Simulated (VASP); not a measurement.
# Si (Fd-3m) in VASP: a series of runs

One crystal, Si, is run at these levels: PBEsol; tasks: single point, relaxation of cell and atoms.

All numbers are computed with VASP 6.6.1; they aren't measurements. Logs are shortened: lines on timing, memory, paths and dates and some standing lists are left out, and cuts for length are marked.

**1. The crystal as given**

The structure is cubic, space group Fd-3m (No. 227). The conventional cell has a = 5.434 Å, b = 5.434 Å, c = 5.434 Å, α = 90.00°, β = 90.00°, γ = 90.00°. Around Si (site symmetry -43m) lie 4 Si at 2.35 Å.

**2. Single point, PBEsol**

INCAR reads:

```
ALGO = Normal ; EDIFF = 1E-6
ENCUT = 520 ; GGA = PS
ISIF = 2 ; ISMEAR = 0
LASPH = True ; LCHARG = True
LELF = True ; LREAL = False
LVHAR = True ; LWAVE = False
NBANDS = 11 ; NELM = 100
PREC = Accurate ; SIGMA = 0.02
```

KPOINTS reads:

```
k-points
0
Gamma
  12 12 12
```

POSCAR reads:

```
Si
1.0
    0.0000000000      2.7168139338      2.7168139338
    2.7168139338      0.0000000000      2.7168139338
    2.7168139338      2.7168139338      0.0000000000
Si
2
Direct
    0.7500000000      0.7500000000      0.7500000000
    0.5000000000      0.5000000000      0.5000000000
```

Potentials or basis: VASP PAW PBE potentials, release 64 (Si).

Started as:

```console
> cat potpaw_PBE.64/Si/POTCAR > POTCAR
> mpirun -np 1 vasp_std > vasp.out
```

OUTCAR:

```text
EDIFF = 1E-6
   ENCUT = 520
   GGA = PS
   ISIF = 2
   ISMEAR = 0
   LASPH = True
   LREAL = False
   NELM = 100
   PREC = Accurate

 ion  position               nearest neighbor table
   1  0.750  0.750  0.750-   2 2.35   2 2.35   2 2.35   2 2.35
   2  0.500  0.500  0.500-   1 2.35   1 2.35   1 2.35   1 2.35

  LATTYP: Found a face centered cubic cell.
 ALAT       =     5.4336278676

  Lattice vectors:

 A1 = (   0.0000000000,   2.7168139338,   2.7168139338)
 A2 = (   2.7168139338,   0.0000000000,   2.7168139338)
 A3 = (   2.7168139338,   2.7168139338,   0.0000000000)

Analysis of symmetry for initial positions (statically):
=====================================================================
 Subroutine PRICEL returns:
 Original cell was already a primitive cell.

 Routine SETGRP: Setting up the symmetry group for a
 face centered cubic supercell.

 Subroutine GETGRP returns: Found 48 space group operations
 (whereof 24 operations were pure point group operations)
 out of a pool of 48 trial point group operations.

The static configuration has the point symmetry T_d .
 The point group associated with its full space group is O_h .

Analysis of symmetry for dynamics (positions and initial velocities):
=====================================================================
 Subroutine PRICEL returns:
 Original cell was already a primitive cell.

 Routine SETGRP: Setting up the symmetry group for a
 face centered cubic supercell.

 Subroutine GETGRP returns: Found 48 space group operations
 (whereof 24 operations were pure point group operations)
 out of a pool of 48 trial point group operations.

The dynamic configuration has the point symmetry T_d .
 The point group associated with its full space group is O_h .

 Subroutine INISYM returns: Found 48 space group operations
 (whereof 24 operations are pure point group operations),
 and found     1 'primitive' translations

----------------------------------------------------------------------------------------

                                     Primitive cell

  volume of cell :      40.1060

  direct lattice vectors                    reciprocal lattice vectors
     0.000000000  2.716813934  2.716813934    -0.184039103  0.184039103  0.184039103
     2.716813934  0.000000000  2.716813934     0.184039103 -0.184039103  0.184039103
     2.716813934  2.716813934  0.000000000     0.184039103  0.184039103 -0.184039103

  length of vectors
     3.842155112  3.842155112  3.842155112     0.318765077  0.318765077  0.318765077

  position of ions in fractional coordinates (direct lattice)
     0.750000000  0.750000000  0.750000000
     0.500000000  0.500000000  0.500000000

  ion indices of the primitive-cell ions
   primitive index   ion index
                 1           1
                 2           2

----------------------------------------------------------------------------------------

 KPOINTS: k-points

Automatic generation of k-mesh.
 Grid dimensions read from file:
 generate k-points for:   12   12   12

 Generating k-lattice:

  Cartesian coordinates                     Fractional coordinates (reciprocal lattice)
    -0.015336592  0.015336592  0.015336592     0.083333333  0.000000000  0.000000000
     0.015336592 -0.015336592  0.015336592     0.000000000  0.083333333  0.000000000
     0.015336592  0.015336592 -0.015336592     0.000000000  0.000000000  0.083333333

  Length of vectors
     0.026563756  0.026563756  0.026563756

  Shift w.r.t. Gamma in fractional coordinates (k-lattice)
     0.000000000  0.000000000  0.000000000

 Subroutine IBZKPT returns following result:
 ===========================================

 Found     72 irreducible k-points:

 Following reciprocal coordinates:
            Coordinates               Weight
  0.000000  0.000000  0.000000      1.000000
  0.083333  0.000000  0.000000      8.000000
  0.166667  0.000000  0.000000      8.000000
  0.250000  0.000000  0.000000      8.000000
  0.333333  0.000000  0.000000      8.000000
  0.416667  0.000000  0.000000      8.000000
[... 16 lines left out ...]
  0.500000  0.166667  0.000000     24.000000
 -0.416667  0.166667  0.000000     24.000000
 [... further k-points ...]
   k-points           NKPTS =     72   k-points in BZ     NKDIM =     72   number of bands    NBANDS=     11
   number of dos      NEDOS =    301   number of ions     NIONS =      2
   total plane-waves  NPLWV =  27000
   dimension x,y,z NGX =    30 NGY =   30 NGZ =   30
   dimension x,y,z NGXF=    60 NGYF=   60 NGZF=   60
   ions per type =               2
   NGX,Y,Z   is equivalent  to a cutoff of  12.98, 12.98, 12.98 a.u.
   NGXF,Y,Z  is equivalent  to a cutoff of  25.96, 25.96, 25.96 a.u.
 SYSTEM =  unknown system
   PREC   = accura    normal or accurate (medium, high low for compatibility)
   ISTART =      0    job   : 0-new  1-cont  2-samecut
   ICHARG =      2    charge: 1-file 2-atom 10-const
   ISPIN  =      1    spin polarized calculation?
   LNONCOLLINEAR =      F non collinear calculations
   LSORBIT =      F    spin-orbit coupling
   LASPH  =      T    aspherical Exc in radial PAW
   ENCUT  =  520.0 eV  38.22 Ry    6.18 a.u.   7.14  7.14  7.14*2*pi/ulx,y,z
   NELM   =    100;   NELMIN=  2; NELMDL= -5     # of ELM steps
   EDIFF  = 0.1E-05   stopping-criterion for ELM
   LREAL  =      F    real-space projection
   EDIFFG = 0.1E-04   stopping-criterion for IOM
   NSW    =      0    number of steps for IOM
   IBRION =     -1    ionic relax: 0-MD 1-quasi-New 2-CG
   NFREE  =      0    steps in history (QN), initial steepest desc. (CG)
   ISIF   =      2    stress and relaxation
   ISYM   =      2    0-nonsym 1-usesym 2-fastsym
   POTIM  = 0.5000    time-step for ionic-motion
   TEBEG  =    0.0;   TEEND  =   0.0 temperature during run
   PSTRESS=    0.0 pullay stress
   NELECT =       8.0000    total number of electrons
   NUPDOWN=      -1.0000    fix difference up-down
   EMIN   =  10.00;   EMAX   =-10.00  energy-range for DOS
   EFERMI =   0.00;   METHOD = LEGACY
   ISMEAR =     0;   SIGMA  =   0.02  broadening in eV -4-tet -1-fermi 0-gaus
   EFERMI_NEDOS =   21; number of points for ismear=-14 and -15
   IALGO  =     38    algorithm
   IMIX   =      4    mixing-type and parameters
     AMIX     =   0.40;   BMIX     =  1.00
     AMIX_MAG =   1.60;   BMIX_MAG =  1.00
  volume/ion in A,a.u.               =      20.05       135.32
  Fermi-wavevector in a.u.,A,eV,Ry     =   0.956537  1.807592 12.448818  0.914962
  Thomas-Fermi vector in A             =   2.085474
   LORBIT       =      0    0 simple, 1 ext, 2 COOP (PROOUT), +10 PAW based schemes
   GGA     = PS    functional components
   LHFCALC =     F    Hartree Fock is set to
   AEXX    =    0.0000 exact exchange contribution
   IVDW    =     0    specifies the selected vdW correction
   LEPSILON=     F    determine dielectric tensor
   LRPA    =     F    only Hartree local field effects (RPA)
 non-spin polarized calculation
 Gauss-broadening in eV      SIGMA  =   0.02
  energy-cutoff  :      520.00
  volume of cell :       40.11
 maximum number of plane-waves:      1106
 NGX is ok and might be reduce to    30
   NGX = 15   NGY = 15   NGZ = 15

 number of electron       8.0000000 magnetization

 Free energy of the ion-electron system (eV)
  ---------------------------------------------------
  ext. energy  EPLUGINS =         0.00000000
  ---------------------------------------------------
  free energy    TOTEN  =       -11.49324143 eV

  energy without entropy =      -11.49324143  energy(sigma->0) =      -11.49324143

 E-fermi :   5.9329     XC(G=0):  -9.5476

 val. band max:        5.7733439699   @ k =   0.0000   0.0000   0.0000
 cond. band min:       6.2327763885   @ k =   0.4167   0.4167   0.0000
 fundamental gap:      0.4594324186
 Fermi energy:         5.9328581149

 k-point     1 :       0.0000    0.0000    0.0000
  band No.  band energies     occupation
      1      -6.2058      2.00000
      2       5.7733      2.00000
      3       5.7733      2.00000
      4       5.7733      2.00000
      5       8.2902      0.00000
      6       8.2902      0.00000
      7       8.2902      0.00000
      8       9.0791      0.00000
      9      13.4611      0.00000
     10      13.4611      0.00000
     11      13.4773      0.00000

 k-point     2 :       0.0833    0.0000    0.0000
  band No.  band energies     occupation
      1      -6.1146      2.00000
      2       4.9055      2.00000
      3       5.6278      2.00000
      4       5.6278      2.00000
      5       8.3271      0.00000
      6       8.5035      0.00000
      7       8.5035      0.00000
      8       9.7470      0.00000
      9      13.1785      0.00000
     10      13.1785      0.00000
     11      13.8725      0.00000

 k-point     3 :       0.1667    0.0000    0.0000
  band No.  band energies     occupation
      1      -5.8437      2.00000
      2       3.3756      2.00000
      3       5.3190      2.00000
      4       5.3190      2.00000
      5       8.0584      0.00000
      6       8.9406      0.00000
      7       8.9406      0.00000
      8      11.1644      0.00000
      9      12.7974      0.00000
     10      12.7974      0.00000
     11      14.6368      0.00000

 k-point     4 :       0.2500    0.0000    0.0000
  band No.  band energies     occupation
      1      -5.4038      2.00000
      2       1.8242      2.00000
      3       5.0090      2.00000
      4       5.0090      2.00000
      5       7.7292      0.00000
      6       9.2304      0.00000
      7       9.2304      0.00000
      8      12.6084      0.00000
      9      12.9039      0.00000
     10      12.9039      0.00000
     11      14.5524      0.00000
[... 239 lines left out ...]
 k-point    22 :       0.4167    0.1667    0.0000
  band No.  band energies     occupation
      1      -4.2917      2.00000
      2       0.0817      2.00000
      3       3.3156      2.00000
      4       3.9308      2.00000
      5       7.6937      0.00000
      6       9.9719      0.00000
      7      10.6147      0.00000
      8      10.7366      0.00000
      9      15.5067      0.00000
     10      15.9146      0.00000
     11      16.5243      0.00000

 k-point    23 :       0.5000    0.1667    0.0000
  band No.  band energies     occupation
      1      -3.7029      2.00000
      2      -0.8597      2.00000
      3       2.9687      2.00000
      4       3.9862      2.00000
      5       7.7243      0.00000
      6       9.8205      0.00000
      7      10.3370      0.00000
      8      12.1120      0.00000
      9      15.0463      0.00000
     10      16.1960      0.00000
     11      17.4224      0.00000

 k-point    24 :      -0.4167    0.1667    0.0000
  band No.  band energies     occupation
      1      -3.5867      2.00000
      2      -1.0215      2.00000
      3       2.7525      2.00000
      4       4.1723      2.00000
      5       7.8729      0.00000
      6       9.7677      0.00000
      7      10.1088      0.00000
      8      13.6610      0.00000
      9      14.2190      0.00000
     10      14.4977      0.00000
     11      16.7859      0.00000

 [... further k-points ...]
[... 5 lines left out ...]
  --------------------------------------------------------------------------------------
  -------------------------------------------------------------------------------------
  Total        0.0276139      0.0276139      0.0276139      0.0000000      0.0000000      0.0000000
  in kB        1.1031349      1.1031349      1.1031349      0.0000000      0.0000000      0.0000000
  external PRESSURE =       1.1031349 kB  Pullay stress =       0.0000000 kB

 VOLUME and BASIS-vectors are now :
 -----------------------------------------------------------------------------
  energy-cutoff  :      520.00
  volume of cell :       40.11
      direct lattice vectors                 reciprocal lattice vectors
     0.000000000  2.716813934  2.716813934    -0.184039103  0.184039103  0.184039103
     2.716813934  0.000000000  2.716813934     0.184039103 -0.184039103  0.184039103
     2.716813934  2.716813934  0.000000000     0.184039103  0.184039103 -0.184039103

 POSITION                                       TOTAL-FORCE (eV/Angst)
 -----------------------------------------------------------------------------------
      4.07522      4.07522      4.07522         0.000000      0.000000      0.000000
      2.71681      2.71681      2.71681        -0.000000     -0.000000     -0.000000
 -----------------------------------------------------------------------------------
    total drift:                                0.000000     -0.000000     -0.000000

  FREE ENERGIE OF THE ION-ELECTRON SYSTEM (eV)
  ---------------------------------------------------
  free  energy   TOTEN  =       -11.4932414333 eV

  energy  without entropy=      -11.4932414333  energy(sigma->0) =      -11.49324143
```

It took 13 s on 1 thread of Intel Xeon 6975P-C (Granite Rapids), shared host; peak memory 0.16 GiB.

Results:

```
Free energy            : -11.4932 eV
Pressure               : 0.1 GPa
Band gap on the k mesh : 0.46 eV, indirect (least direct gap 2.52 eV)
```

Levels at points of the mesh, in eV from the valence-band top:
| k point | band 2 | band 3 | band 4 | band 5 | band 6 | band 7 |
| --- | --- | --- | --- | --- | --- | --- |
| (0.00, 0.00, 0.00) | 0.00 | 0.00 | 0.00 | 2.52 | 2.52 | 2.52 |
| (0.50, 0.00, 0.00) | -7.01 | -1.20 | -1.20 | 1.46 | 3.27 | 3.27 |
| (0.50, 0.50, 0.00) | -7.82 | -2.87 | -2.87 | 0.59 | 0.59 | 10.05 |

Caveat: the PAW data sets were made with another functional, which shifts forces and pressure a little.

**3. Relaxation of cell and atoms, PBEsol**

This run uses another cell than the first one, of 19.98 Å³/atom, 0.996 times its volume.

INCAR reads:

```
SYSTEM = Si
PREC     = Accurate       ! precision mode
ENCUT    = 600            ! plane-wave cutoff, eV
EDIFF    = 1E-6           ! SCF threshold, eV
ISMEAR   = 0              ! smearing method
SIGMA    = 0.02           ! smearing width, eV
LREAL    = .FALSE.        ! projectors in reciprocal space
LASPH    = .TRUE.         ! aspherical terms in the spheres
NELM     = 100            ! most SCF steps
ALGO     = Normal         ! electronic algorithm
ISIF     = 3              ! what is computed and relaxed
LWAVE    = .FALSE.        ! write WAVECAR
LCHARG   = .FALSE.        ! write CHGCAR
GGA      = PS             ! functional
IBRION   = 2              ! ionic algorithm
NSW      = 80             ! ionic steps
EDIFFG   = -0.01          ! ionic threshold
```

KPOINTS reads:

```
regular mesh
0
G
  12 12 12
  0 0 0
```

POSCAR reads:

```
Si
1.0
    0.0000000000      2.7135600000      2.7135600000
    2.7135600000      0.0000000000      2.7135600000
    2.7135600000      2.7135600000      0.0000000000
Si
2
Direct
    0.7500000000      0.7500000000      0.7500000000
    0.5000000000      0.5000000000      0.5000000000
```

Potentials or basis: VASP PAW PBE potentials, release 64 (Si).

Started as:

```console
> cat potpaw_PBE.64/Si/POTCAR > POTCAR
> mpirun -np 1 vasp_std > vasp.out
```

It took 15 s on 1 thread of Intel Xeon 6975P-C (Granite Rapids), shared host; peak memory 0.18 GiB.

Results (log left out):

```
Free energy                            : -11.4932 eV
Relaxed volume                         : 20.08 Å³/atom
Relaxed cell                           : a = 3.844 Å, b = 3.844 Å, c = 3.844 Å, α = 60.00°, β = 60.00°, γ = 60.00°
Space group after relaxing (to 0.05 Å) : Fd-3m (No. 227)
Energy gained by relaxing              : 0.1 meV/atom
Ionic steps                            : 3
Pressure after relaxing                : 0.0 GPa
Band gap on the k mesh                 : 0.46 eV, indirect (least direct gap 2.52 eV)
```

The path:
| step | energy change (eV) | largest force (eV/Å) | pressure (GPa) | volume (Å³) |
| --- | --- | --- | --- | --- |
| 1 | 0.0000 | 0.0000 | 0.46 | 39.96 |
| 2 | -0.0001 | 0.0000 | -0.32 | 40.29 |
| 3 | -0.0003 | 0.0000 | 0.00 | 40.15 |

Final structure:
```cif
data_structure
_symmetry_space_group_name_H-M 'P 1'
_symmetry_Int_Tables_number 1
_cell_length_a 3.8436
_cell_length_b 3.8436
_cell_length_c 3.8436
_cell_angle_alpha 60.000
_cell_angle_beta 60.000
_cell_angle_gamma 60.000
_cell_volume 40.15
loop_
_atom_site_label
_atom_site_type_symbol
_atom_site_fract_x
_atom_site_fract_y
_atom_site_fract_z
_atom_site_occupancy
Si1 Si 0.75000 0.75000 0.75000 1
Si2 Si 0.50000 0.50000 0.50000 1
```

Levels at points of the mesh, in eV from the valence-band top:
```
           k point  band 1  band 2  band 3  band 4  band 5  band 6  band 7  band 8
(0.00, 0.00, 0.00)  -11.97    0.00    0.00    0.00    2.52    2.52    2.52    3.29
(0.50, 0.00, 0.00)   -9.63   -7.00   -1.20   -1.20    1.46    3.27    3.27    7.51
(0.50, 0.50, 0.00)   -7.82   -7.82   -2.87   -2.87    0.59    0.59   10.04   10.04
```

Caveat: the PAW data sets were made with another functional, which shifts forces and pressure a little.
